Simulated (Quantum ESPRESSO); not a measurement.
The system is Si.

```
CELL_PARAMETERS angstrom
3.83132 0.00000 0.00000
-1.91566 3.31802 0.00000
0.00000 0.00000 6.33262
ATOMIC_POSITIONS crystal
Si 0.66667 0.33333 0.93699
Si 0.33333 0.66667 0.43699
Si 0.66667 0.33333 0.56301
Si 0.33333 0.66667 0.06301
```

This isn't the form of Si at room conditions, which is diamond.

```yaml
Program: Quantum ESPRESSO 7.5
Task: phonons
Functional: AM05
Potentials_or_basis: PseudoDojo 0.4.1 SR PBE standard
Cutoff: 490 eV
Density_cutoff: 1959 eV
k_mesh: 8 × 8 × 4, shifted
Occupations: fermi-dirac, width 0.05 eV
Spin: no spin polarisation
Mixing_beta: 0.5
Most_SCF_iterations: 120
SCF_threshold: 8e-10 Ry
```

The cell and the atoms were relaxed first, to 20.14 Å³/atom (a = 3.833 Å, b = 3.833 Å, c = 6.332 Å, α = 90.00°, β = 90.00°, γ = 120.00°), and the response was taken there.

The first run showed a gap, so the response started from a second, tighter run with fixed occupations.

**Question.** What is the highest optical frequency at the zone centre?

**Answer.** 504 cm⁻¹, a mode of symmetry E1g (Raman).

Optical modes at Γ, degenerate ones joined, polar ones without the macroscopic field:
```
cm⁻¹  components  symmetry  active in  IR intensity, summed ((D/Å)²/amu)
  95           2       E2u     silent                               0.00
 368           1       B1g     silent                               0.00
 410           1       B2u     silent                               0.00
 489           2       E2g      Raman                               0.00
 504           1       A1g      Raman                               0.00
 504           2       E1g      Raman                               0.00
```

Caveat: the potentials were made for another functional, which shifts forces and pressure; the gap on the mesh is small and may close between mesh points, in which case fixed occupations spoil the response.
